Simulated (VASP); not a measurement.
HfSiO4:

```xyz
12
Lattice="2.7500 -4.0500 0.0000 2.7500 4.0500 0.0000 0.0000 0.0000 6.8000" Properties=species:S:1:pos:R:3 pbc="T T T"
Hf    0.0000    0.0000    3.4000
Hf    0.0000    0.0000    0.0000
Si    2.7500   -1.1988    5.1000
Si    2.7500    1.1988    1.7000
O     1.4025   -0.2916    5.1000
O     4.0975   -0.2916    5.1000
O     2.7500   -2.0817    6.4736
O     2.7500   -2.0817    3.7264
O     1.4025    0.2916    1.7000
O     4.0975    0.2916    1.7000
O     2.7500    2.0817    0.3264
O     2.7500    2.0817    3.0736
```

The cell was built by a generator and needn't be a form met in nature.

| Property | Result |
| --- | --- |
| Program | VASP 6.6.1 |
| Task | relaxation of cell and atoms |
| Functional | PBE |
| Potentials or basis | VASP PAW PBE potentials, release 64 (Hf_pv, Si, O) |
| Cutoff | 520 eV |
| k mesh | 3 × 3 × 2 |
| Occupations | gaussian, width 0.15 eV |
| Spin | no spin polarisation |

At the start: pressure -0.6 GPa; volume 12.62 Å³/atom.

Where does the relaxation end?

Over 9 steps the energy falls by 27.9 meV/atom and the volume is 12.50 Å³/atom (-1.0 %); space group Cmcm (No. 63, to 0.05 Å).

The path:
```
step  energy change (eV)  largest force (eV/Å)  pressure (GPa)  volume (Å³)
   1              0.0000                2.2646           -0.63       151.47
   2              0.3770                4.2142            3.31       150.32
   3             -0.2791                0.9455           -0.69       151.05
   4             -0.3049                0.5466           -0.53       149.88
   5             -0.3266                0.2210           -0.63       150.35
   6             -0.3298                0.1948            0.82       149.36
   7             -0.3324                0.1162            0.21       149.76
   8             -0.3323                0.1172            0.25       149.78
   9             -0.3345                0.0659           -0.05       149.96
```

Final structure:
```xyz
12
Lattice="2.7350 -4.0953 0.0000 2.7350 4.0953 0.0000 0.0000 0.0000 6.6941" Properties=species:S:1:pos:R:3 pbc="T T T"
Hf    0.0000    0.0000    3.3470
Hf    0.0000    0.0000    0.0000
Si    2.7350   -1.2186    5.0205
Si    2.7350    1.2186    1.6735
O     1.3511   -0.2630    5.0205
O     4.1189   -0.2630    5.0205
O     2.7350   -2.1159    6.3603
O     2.7350   -2.1159    3.6808
O     1.3511    0.2630    1.6735
O     4.1189    0.2630    1.6735
O     2.7350    2.1159    0.3338
O     2.7350    2.1159    3.0132
```

Caveat: the k mesh is coarse (spacing up to 0.46 Å⁻¹), so the values aren't converged.
